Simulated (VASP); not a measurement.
# K (Fm-3m) in VASP: further runs

Runs on K. Level: PBE. Tasks: single point.

Everything below comes from runs of VASP 6.6.1. Logs are shortened: lines on timing, memory, paths and dates and some standing lists are left out, and cuts for length are marked.

## Step 1: The structure

Symmetry: Fm-3m, No. 225, cubic system. Conventional cell: a = 6.784 Å, b = 6.784 Å, c = 6.784 Å, α = 90.00°, β = 90.00°, γ = 90.00°.

This isn't the form of K at room conditions, which is bcc.

## Step 2: Single point, PBE

File INCAR:

```
SYSTEM = K
ADDGRID = .False. ; ALGO = Normal
EDIFF = 1E-6 ; ENCUT = 450
GGA = PE ; ISIF = 2
ISMEAR = 0 ; LASPH = .True.
LCHARG = .False. ; LREAL = .False.
LWAVE = .False. ; NELM = 100
PREC = Accurate ; SIGMA = 0.1
```

File KPOINTS:

```
k-points
0
Gamma
  14 14 14
  0 0 0
```

File POSCAR:

```
K
1.0
    0.0000000000      3.3918728180      3.3918728180
    3.3918728180      0.0000000000      3.3918728180
    3.3918728180      3.3918728180      0.0000000000
K
1
Direct
    0.0000000000      0.0000000000      0.0000000000
```

Potentials or basis: VASP PAW PBE potentials, release 64 (K_sv).

On the command line:

```console
$ cat potpaw_PBE.64/K_sv/POTCAR > POTCAR
$ mpirun -np 1 vasp_std > vasp.out
```

OUTCAR:

```text
SYSTEM = K
   EDIFF = 1E-6
   ENCUT = 450
   GGA = PE
   ISIF = 2
   ISMEAR = 0
   LASPH = .True.
   LREAL = .False.
   NELM = 100
   PREC = Accurate

 Found    104 irreducible k-points:

 Following reciprocal coordinates:
            Coordinates               Weight
  0.000000  0.000000  0.000000      1.000000
  0.071429  0.000000  0.000000      8.000000
  0.142857  0.000000  0.000000      8.000000
  0.214286  0.000000  0.000000      8.000000
  0.285714  0.000000  0.000000      8.000000
  0.357143  0.000000  0.000000      8.000000
   k-points           NKPTS =    104   k-points in BZ     NKDIM =    104   number of bands    NBANDS=      8
   number of dos      NEDOS =    301   number of ions     NIONS =      1
   total plane-waves  NPLWV =  46656
   dimension x,y,z NGX =    36 NGY =   36 NGZ =   36
   dimension x,y,z NGXF=    72 NGYF=   72 NGZF=   72
   ions per type =               1
   NGX,Y,Z   is equivalent  to a cutoff of  12.48, 12.48, 12.48 a.u.
   NGXF,Y,Z  is equivalent  to a cutoff of  24.95, 24.95, 24.95 a.u.
 SYSTEM =  K
   PREC   = accura    normal or accurate (medium, high low for compatibility)
   ISTART =      0    job   : 0-new  1-cont  2-samecut
   ICHARG =      2    charge: 1-file 2-atom 10-const
   ISPIN  =      1    spin polarized calculation?
   LNONCOLLINEAR =      F non collinear calculations
   LSORBIT =      F    spin-orbit coupling
   LASPH  =      T    aspherical Exc in radial PAW
   ENCUT  =  450.0 eV  33.07 Ry    5.75 a.u.   8.30  8.30  8.30*2*pi/ulx,y,z
   NELM   =    100;   NELMIN=  2; NELMDL= -5     # of ELM steps
   EDIFF  = 0.1E-05   stopping-criterion for ELM
   LREAL  =      F    real-space projection
   EDIFFG = 0.1E-04   stopping-criterion for IOM
   NSW    =      0    number of steps for IOM
   IBRION =     -1    ionic relax: 0-MD 1-quasi-New 2-CG
   NFREE  =      0    steps in history (QN), initial steepest desc. (CG)
   ISIF   =      2    stress and relaxation
   ISYM   =      2    0-nonsym 1-usesym 2-fastsym
   POTIM  = 0.5000    time-step for ionic-motion
   TEBEG  =    0.0;   TEEND  =   0.0 temperature during run
   PSTRESS=    0.0 pullay stress
   NELECT =       9.0000    total number of electrons
   NUPDOWN=      -1.0000    fix difference up-down
   EMIN   =  10.00;   EMAX   =-10.00  energy-range for DOS
   EFERMI =   0.00;   METHOD = LEGACY
   ISMEAR =     0;   SIGMA  =   0.10  broadening in eV -4-tet -1-fermi 0-gaus
   EFERMI_NEDOS =   21; number of points for ismear=-14 and -15
   IALGO  =     38    algorithm
   IMIX   =      4    mixing-type and parameters
     AMIX     =   0.40;   BMIX     =  1.00
     AMIX_MAG =   1.60;   BMIX_MAG =  1.00
  volume/ion in A,a.u.               =      78.05       526.68
  Fermi-wavevector in a.u.,A,eV,Ry     =   0.796843  1.505815  8.639139  0.634959
  Thomas-Fermi vector in A             =   1.903445
   LORBIT       =      0    0 simple, 1 ext, 2 COOP (PROOUT), +10 PAW based schemes
   GGA     = PE    functional components
   LHFCALC =     F    Hartree Fock is set to
   AEXX    =    0.0000 exact exchange contribution
   IVDW    =     0    specifies the selected vdW correction
   LEPSILON=     F    determine dielectric tensor
   LRPA    =     F    only Hartree local field effects (RPA)
 non-spin polarized calculation
 Gauss-broadening in eV      SIGMA  =   0.10
  energy-cutoff  :      450.00
  volume of cell :       78.05
 maximum number of plane-waves:      1716
 NGX is ok and might be reduce to    36
   NGX = 17   NGY = 17   NGZ = 17

 number of electron       9.0000002 magnetization

 Free energy of the ion-electron system (eV)
  ---------------------------------------------------
  ext. energy  EPLUGINS =         0.00000000
  ---------------------------------------------------
  free energy    TOTEN  =        -1.04777375 eV

  energy without entropy =       -1.04408609  energy(sigma->0) =       -1.04592992

 E-fermi :  -0.2400     XC(G=0):  -5.5097

 val. band max:       -0.2904804078   @ k =   0.5000   0.3571   0.1429
 cond. band min:      -0.2270918309   @ k =   0.5000   0.2857   0.0714
 fundamental gap:      0.0633885768
 Fermi energy:        -0.2399915494

 k-point     1 :       0.0000    0.0000    0.0000
  band No.  band energies     occupation
      1     -32.4111      2.00000
      2     -15.8645      2.00000
      3     -15.8645      2.00000
      4     -15.8645      2.00000
      5      -2.3199      2.00000
      6       3.9062      0.00000
      7       3.9062      0.00000
      8       3.9062      0.00000

 k-point     2 :       0.0714    0.0000    0.0000
  band No.  band energies     occupation
      1     -32.4109      2.00000
      2     -15.8672      2.00000
      3     -15.8649      2.00000
      4     -15.8649      2.00000
      5      -2.2627      2.00000
      6       3.7339      0.00000
      7       3.9287      0.00000
      8       3.9287      0.00000

 k-point     3 :       0.1429    0.0000    0.0000
  band No.  band energies     occupation
      1     -32.4106      2.00000
      2     -15.8747      2.00000
      3     -15.8660      2.00000
      4     -15.8660      2.00000
      5      -2.0926      2.00000
      6       3.3079      0.00000
      7       3.9758      0.00000
      8       3.9758      0.00000

 k-point     4 :       0.2143    0.0000    0.0000
  band No.  band energies     occupation
      1     -32.4100      2.00000
      2     -15.8855      2.00000
      3     -15.8675      2.00000
      4     -15.8675      2.00000
      5      -1.8146      2.00000
      6       2.7534      0.00000
      7       3.9843      0.00000
      8       3.9843      0.00000

 k-point     5 :       0.2857    0.0000    0.0000
  band No.  band energies     occupation
      1     -32.4094      2.00000
      2     -15.8974      2.00000
      3     -15.8692      2.00000
      4     -15.8692      2.00000
      5      -1.4366      2.00000
      6       2.1344      0.00000
      7       3.9117      0.00000
      8       3.9117      0.00000

 k-point     6 :       0.3571    0.0000    0.0000
  band No.  band energies     occupation
      1     -32.4088      2.00000
      2     -15.9080      2.00000
      3     -15.8707      2.00000
      4     -15.8707      2.00000
      5      -0.9700      2.00000
      6       1.4842      0.00000
      7       3.8070      0.00000
      8       3.8070      0.00000

 [... further k-points ...]
[... 5 lines left out ...]
  --------------------------------------------------------------------------------------
  -------------------------------------------------------------------------------------
  Total       -0.0864478     -0.0864478     -0.0864478      0.0000000     -0.0000000     -0.0000000
  in kB       -1.7746629     -1.7746629     -1.7746629      0.0000000     -0.0000000     -0.0000000
  external PRESSURE =      -1.7746629 kB  Pullay stress =       0.0000000 kB

 VOLUME and BASIS-vectors are now :
 -----------------------------------------------------------------------------
  energy-cutoff  :      450.00
  volume of cell :       78.05
      direct lattice vectors                 reciprocal lattice vectors
     0.000000000  3.391872818  3.391872818    -0.147411188  0.147411188  0.147411188
     3.391872818  0.000000000  3.391872818     0.147411188 -0.147411188  0.147411188
     3.391872818  3.391872818  0.000000000     0.147411188  0.147411188 -0.147411188

 POSITION                                       TOTAL-FORCE (eV/Angst)
 -----------------------------------------------------------------------------------
      0.00000      0.00000      0.00000         0.000000      0.000000      0.000000
 -----------------------------------------------------------------------------------
    total drift:                               -0.000000      0.000000      0.000000

  FREE ENERGIE OF THE ION-ELECTRON SYSTEM (eV)
  ---------------------------------------------------
  free  energy   TOTEN  =        -1.0477737538 eV

  energy  without entropy=       -1.0440860931  energy(sigma->0) =       -1.04592992
```

Run time: 33 s. Hardware: 1 thread of Intel Xeon Platinum 8488C (Sapphire Rapids), shared host; peak memory 0.22 GiB.

The run converged, but some of its settings lie outside the range that counts as converged, so its numbers aren't taken as properties of the crystal.

Results:

```yaml
Free_energy: -1.0478 eV
Pressure: -0.2 GPa
Band_gap_on_the_k_mesh: none (metal or under the smearing width)
```

## Step 3: Single point, PBE

Changes to INCAR since step 2:

```diff
@@ -7,2 +7,2 @@
 LWAVE = .False. ; NELM = 100
-PREC = Accurate ; SIGMA = 0.1
+PREC = Accurate ; SIGMA = 0.4
```

KPOINTS is that of step 2.

POSCAR is that of step 2.

Potentials or basis: VASP PAW PBE potentials, release 64 (K_sv).

On the command line:

```console
$ cat potpaw_PBE.64/K_sv/POTCAR > POTCAR
$ mpirun -np 1 vasp_std > vasp.out
```

OUTCAR:

```text
SYSTEM = K
   EDIFF = 1E-6
   ENCUT = 450
   GGA = PE
   ISIF = 2
   ISMEAR = 0
   LASPH = .True.
   LREAL = .False.
   NELM = 100
   PREC = Accurate

 Found    104 irreducible k-points:

 Following reciprocal coordinates:
            Coordinates               Weight
  0.000000  0.000000  0.000000      1.000000
  0.071429  0.000000  0.000000      8.000000
  0.142857  0.000000  0.000000      8.000000
  0.214286  0.000000  0.000000      8.000000
  0.285714  0.000000  0.000000      8.000000
  0.357143  0.000000  0.000000      8.000000
   k-points           NKPTS =    104   k-points in BZ     NKDIM =    104   number of bands    NBANDS=      8
   number of dos      NEDOS =    301   number of ions     NIONS =      1
   total plane-waves  NPLWV =  46656
   dimension x,y,z NGX =    36 NGY =   36 NGZ =   36
   dimension x,y,z NGXF=    72 NGYF=   72 NGZF=   72
   ions per type =               1
   NGX,Y,Z   is equivalent  to a cutoff of  12.48, 12.48, 12.48 a.u.
   NGXF,Y,Z  is equivalent  to a cutoff of  24.95, 24.95, 24.95 a.u.
 SYSTEM =  K
   PREC   = accura    normal or accurate (medium, high low for compatibility)
   ISTART =      0    job   : 0-new  1-cont  2-samecut
   ICHARG =      2    charge: 1-file 2-atom 10-const
   ISPIN  =      1    spin polarized calculation?
   LNONCOLLINEAR =      F non collinear calculations
   LSORBIT =      F    spin-orbit coupling
   LASPH  =      T    aspherical Exc in radial PAW
   ENCUT  =  450.0 eV  33.07 Ry    5.75 a.u.   8.30  8.30  8.30*2*pi/ulx,y,z
   NELM   =    100;   NELMIN=  2; NELMDL= -5     # of ELM steps
   EDIFF  = 0.1E-05   stopping-criterion for ELM
   LREAL  =      F    real-space projection
   EDIFFG = 0.1E-04   stopping-criterion for IOM
   NSW    =      0    number of steps for IOM
   IBRION =     -1    ionic relax: 0-MD 1-quasi-New 2-CG
   NFREE  =      0    steps in history (QN), initial steepest desc. (CG)
   ISIF   =      2    stress and relaxation
   ISYM   =      2    0-nonsym 1-usesym 2-fastsym
   POTIM  = 0.5000    time-step for ionic-motion
   TEBEG  =    0.0;   TEEND  =   0.0 temperature during run
   PSTRESS=    0.0 pullay stress
   NELECT =       9.0000    total number of electrons
   NUPDOWN=      -1.0000    fix difference up-down
   EMIN   =  10.00;   EMAX   =-10.00  energy-range for DOS
   EFERMI =   0.00;   METHOD = LEGACY
   ISMEAR =     0;   SIGMA  =   0.40  broadening in eV -4-tet -1-fermi 0-gaus
   EFERMI_NEDOS =   21; number of points for ismear=-14 and -15
   IALGO  =     38    algorithm
   IMIX   =      4    mixing-type and parameters
     AMIX     =   0.40;   BMIX     =  1.00
     AMIX_MAG =   1.60;   BMIX_MAG =  1.00
  volume/ion in A,a.u.               =      78.05       526.68
  Fermi-wavevector in a.u.,A,eV,Ry     =   0.796843  1.505815  8.639139  0.634959
  Thomas-Fermi vector in A             =   1.903445
   LORBIT       =      0    0 simple, 1 ext, 2 COOP (PROOUT), +10 PAW based schemes
   GGA     = PE    functional components
   LHFCALC =     F    Hartree Fock is set to
   AEXX    =    0.0000 exact exchange contribution
   IVDW    =     0    specifies the selected vdW correction
   LEPSILON=     F    determine dielectric tensor
   LRPA    =     F    only Hartree local field effects (RPA)
 non-spin polarized calculation
 Gauss-broadening in eV      SIGMA  =   0.40
  energy-cutoff  :      450.00
  volume of cell :       78.05
 maximum number of plane-waves:      1716
 NGX is ok and might be reduce to    36
   NGX = 17   NGY = 17   NGZ = 17

 number of electron       9.0000002 magnetization

 Free energy of the ion-electron system (eV)
  ---------------------------------------------------
  ext. energy  EPLUGINS =         0.00000000
  ---------------------------------------------------
  free energy    TOTEN  =        -1.07705848 eV

  energy without entropy =       -1.01324868  energy(sigma->0) =       -1.04515358

 E-fermi :  -0.2501     XC(G=0):  -5.5094

 val. band max:       -0.2902296995   @ k =   0.5000   0.3571   0.1429
 cond. band min:      -0.2268393297   @ k =   0.5000   0.2857   0.0714
 fundamental gap:      0.0633903699
 Fermi energy:        -0.2500899940

 k-point     1 :       0.0000    0.0000    0.0000
  band No.  band energies     occupation
      1     -32.4096      2.00000
      2     -15.8632      2.00000
      3     -15.8632      2.00000
      4     -15.8632      2.00000
      5      -2.3196      2.00000
      6       3.9069      0.00000
      7       3.9069      0.00000
      8       3.9069      0.00000
[... 45 lines left out ...]
 k-point     6 :       0.3571    0.0000    0.0000
  band No.  band energies     occupation
      1     -32.4074      2.00000
      2     -15.9067      2.00000
      3     -15.8693      2.00000
      4     -15.8693      2.00000
      5      -0.9697      1.98905
      6       1.4845      0.00000
      7       3.8076      0.00000
      8       3.8076      0.00000

 [... further k-points ...]
[... 5 lines left out ...]
  --------------------------------------------------------------------------------------
  -------------------------------------------------------------------------------------
  Total       -0.0720176     -0.0720176     -0.0720176     -0.0000000      0.0000000      0.0000000
  in kB       -1.4784301     -1.4784301     -1.4784301     -0.0000000      0.0000000      0.0000000
  external PRESSURE =      -1.4784301 kB  Pullay stress =       0.0000000 kB

 VOLUME and BASIS-vectors are now :
 -----------------------------------------------------------------------------
  energy-cutoff  :      450.00
  volume of cell :       78.05
      direct lattice vectors                 reciprocal lattice vectors
     0.000000000  3.391872818  3.391872818    -0.147411188  0.147411188  0.147411188
     3.391872818  0.000000000  3.391872818     0.147411188 -0.147411188  0.147411188
     3.391872818  3.391872818  0.000000000     0.147411188  0.147411188 -0.147411188

 POSITION                                       TOTAL-FORCE (eV/Angst)
 -----------------------------------------------------------------------------------
      0.00000      0.00000      0.00000         0.000000      0.000000     -0.000000
 -----------------------------------------------------------------------------------
    total drift:                               -0.000000      0.000000      0.000000

  FREE ENERGIE OF THE ION-ELECTRON SYSTEM (eV)
  ---------------------------------------------------
  free  energy   TOTEN  =        -1.0770584790 eV

  energy  without entropy=       -1.0132486819  energy(sigma->0) =       -1.04515358
```

OSZICAR:

```text
N       E                     dE             d eps       ncg     rms          rms(c)
DAV:   1     0.434534632756E+02    0.43453E+02   -0.33508E+03  1664   0.756E+02
DAV:   2     0.229588166582E+00   -0.43224E+02   -0.43070E+02  1672   0.204E+02
DAV:   3    -0.105402494814E+01   -0.12836E+01   -0.12807E+01  2736   0.335E+01
DAV:   4    -0.107602817332E+01   -0.22003E-01   -0.21997E-01  2448   0.352E+00
DAV:   5    -0.107636853443E+01   -0.34036E-03   -0.34033E-03  2960   0.278E-01    0.189E+00
DAV:   6    -0.107662249225E+01   -0.25396E-03   -0.11591E-03  2688   0.253E-01    0.116E+00
DAV:   7    -0.107698520463E+01   -0.36271E-03   -0.25872E-03  2496   0.379E-01    0.516E-02
DAV:   8    -0.107705071472E+01   -0.65510E-04   -0.12423E-04  2400   0.153E-01    0.155E-02
DAV:   9    -0.107705909610E+01   -0.83814E-05   -0.12505E-05  2552   0.272E-02    0.457E-03
DAV:  10    -0.107705847896E+01    0.61714E-06   -0.15948E-06  2552   0.117E-02
   1 F= -.10770585E+01 E0= -.10451536E+01  d E =-.638098E-01
```

stdout:

```text
POSCAR found type information on POSCAR K
 POSCAR found :  1 types and       1 ions
 scaLAPACK will be used
 LDA part: xc-table for (Slater+PW92), standard interpolation
 POSCAR, INCAR and KPOINTS ok, starting setup
 FFT: planning ... GRIDC
 FFT: planning ... GRID_SOFT
 FFT: planning ... GRID
 WAVECAR not read
 entering main loop
```

Wall time 36 s (1 thread of Intel Xeon Platinum 8488C (Sapphire Rapids), shared host); peak memory 0.22 GiB.

The run converged, but some of its settings lie outside the range that counts as converged, so its numbers aren't taken as properties of the crystal.

What came out:

```
Free energy            : -1.0771 eV
Pressure               : -0.1 GPa
Band gap on the k mesh : none (metal or under the smearing width)
```

## Step 4: The reference run

An earlier run on the cell as given: functional PBE; potentials or basis VASP PAW PBE potentials, release 64 (K_sv); cutoff 520 eV; k mesh 7 × 7 × 7; occupations fermi-dirac, width 0.05 eV; no spin polarisation.

* Pressure: -0.2 GPa
* Band gap on the k mesh: none (metal or under the smearing width)
